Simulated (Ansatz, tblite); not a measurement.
## A script for SnO (GFN1-xTB)

These are simulated results from tblite 0.8.0, not measurements. The cell was built from a prototype and was relaxed with r2SCAN in plane waves (Ansatz 0.2.0). Not every such cell is a known phase. All runs are without spin polarisation.

Space group Pm-3m (No. 221), cubic; a = 3.103 Å in the conventional setting, 14.94 Å³ an atom. Around Sn lie 8 O at 2.69 Å; around O lie 8 Sn at 2.69 Å.

tblite solves periodic systems at the zone centre alone, so the script builds a cluster of 3×3×3 conventional cells (54 atoms), which folds in a coarse mesh of k points.

The script, run.py:

```python
import json
from ase import Atoms
from ase.build import make_supercell
from ase.units import Bohr, GPa, Hartree
from tblite.interface import Calculator

atoms = Atoms(['Sn', 'O'],
              cell=[[3.10340678, 0.0, 0.0], [0.0, 3.10340678, 0.0], [0.0, 0.0, 3.10340678]],
              scaled_positions=[[0.0, 0.0, 0.0], [0.5, 0.5, 0.5]],
              pbc=True)
cluster = make_supercell(atoms, [[3, 0, 0], [0, 3, 0], [0, 0, 3]])
calc = Calculator('GFN1-xTB', cluster.numbers, cluster.positions / Bohr, lattice=cluster.cell[:] / Bohr, periodic=cluster.pbc)
calc.set('temperature', 0.02 / Hartree)
calc.set('max-iter', 150)
res = calc.singlepoint()
levels = res.get('orbital-energies') * Hartree
nv = round(res.get('orbital-occupations').sum() / 2)
cells = len(cluster) // len(atoms)
out = {'energy_per_cell': res.get('energy') * Hartree / cells, 'homo': levels[nv - 1], 'lumo': levels[nv],
       'stress': (-res.get('virial') * Hartree / cluster.get_volume() / GPa).tolist(), 'charges': res.get('charges')[:len(atoms)].tolist(), 'electrons': 2 * nv / cells}
json.dump(out, open('results.json', 'w'))
for key, value in out.items():
    print(key, value)
```

Command: `python run.py`. It took 2.2 s on 1 thread of Arm Neoverse V1, with other jobs on the host, peak memory 0.11 GiB.

What it printed:

```
------------------------------------------------------------
  cycle        total energy    energy error   density error
------------------------------------------------------------
      1     -189.2556139427  -1.8892924E+02   1.0743575E+00
      2     -197.0560600396  -7.8004461E+00   2.1341079E-01
      3     -197.0880198834  -3.1959844E-02   1.4324792E-01
      4     -197.0683106396   1.9709244E-02   5.4561892E-02
      5     -197.0858441154  -1.7533476E-02   3.9771944E-02
      6     -197.1028693436  -1.7025228E-02   7.0895228E-03
      7     -197.1034280816  -5.5873802E-04   1.2194965E-03
      8     -197.1034418661  -1.3784551E-05   5.8167323E-04
      9     -197.1034458389  -3.9727368E-06   3.5062448E-05
     10     -197.1034458526  -1.3697729E-08   6.0002394E-06
------------------------------------------------------------

 total:                                   1.568 sec
energy_per_cell -198.64659080841696
homo -15.64075294903225
lumo -11.499094539301641
stress [[-28.457166038060443, -6.730265906105878e-06, -6.730265894295667e-06], [-6.730265905811113e-06, -28.457166038060436, -6.73026590249247e-06], [-6.730265894428723e-06, -6.730265902365561e-06, -28.45716603806036]]
charges [0.6375094076883971, -0.6375104311502375]
electrons 10.0
```

The cycle table is in hartree for the whole cluster, and the lines after it are in eV (the energy for one cell). The printed stress is in GPa and positive in compression, and the pressure is its mean diagonal.

GFN1-xTB gives a gap of 4.14 eV. On the same cell, plane-wave PBE (Ansatz, 8×8×8 k points and the special points) gives no gap (an overlap of 0.12 eV at the points read) and r2SCAN a level spacing of 0.02 eV, too small to call a gap; on shared hosts these took about 1.4 and 3.4 core-seconds on the 2-atom cell, against 2.2 for the script. Spin-orbit coupling, left out in all these runs, can cut or reorder the gap by tenths of an eV, up to about 1 eV with Pb or Bi. It shows a gap where PBE has none, though the cluster may miss the k points where PBE's bands overlap. xTB was fitted to molecules, so gaps, charges and pressures of solids can be far off, and the gap also depends on the size of the cluster.

The same script was run on cells scaled at fixed shape and fractional coordinates:

```
volume (Å³/atom)  energy (meV/atom)  pressure (GPa, positive in compression)  gap (eV)
           13.15             -240.9                                   -12.53      4.48
           14.05             -142.5                                   -22.02      4.31
           14.94                0.0                                   -28.46      4.14
           15.84              171.5                                   -32.37      3.97
           16.74              359.5                                   -34.92      3.80
```

The minimum lies beyond the smallest of these volumes.

xTB was fitted mostly to molecules, and a small cluster samples few k points, so gaps, pressures and kinks along a curve can be far from a solid's.

No spin-orbit coupling is included; it can move band edges with weight on the heavy atoms by tenths of an eV.
